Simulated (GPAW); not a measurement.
The system is Mo.

```
CELL_PARAMETERS angstrom
-1.58381 1.58381 1.58381
1.58381 -1.58381 1.58381
1.58381 1.58381 -1.58381
ATOMIC_POSITIONS crystal
Mo 0.00000 0.00000 0.00000
```

| Item | Value |
| --- | --- |
| Program | GPAW 26.7.0 |
| Task | relaxation of cell and atoms |
| Functional | PBEsol |
| Potentials or basis | PAW data sets generated in the run's folder for this functional |
| Cutoff | 600 eV |
| Basis | pw |
| k mesh | 12 × 12 × 12 |
| Occupations | fermi-dirac, width 0.05 eV |
| Spin | no spin polarisation |

At the start: pressure -10.0 GPa; volume 15.89 Å³/atom.

Task: How do energy, volume and symmetry change on relaxing?

Result: Over 3 steps the energy falls by 19.1 meV/atom and the volume is 15.29 Å³/atom (-3.8 %); space group Im-3m (No. 229, to 0.05 Å).

The path:
```csv
step,energy change (eV),largest force (eV/Å),pressure (GPa),volume (Å³)
1,0.0000,0.0000,-9.96,15.89
2,-0.0189,0.0000,1.08,15.23
3,-0.0191,0.0000,-0.05,15.29
```

Final structure:
```yaml
crystal:
  lattice:
    - [-1.56368, 1.56368, 1.56368]
    - [1.56368, -1.56368, 1.56368]
    - [1.56368, 1.56368, -1.56368]
  atoms:
    - { symbol: Mo, position: [0.00000, 0.00000, 0.00000] }
```

Caveat: later steps reuse the first step's grids.
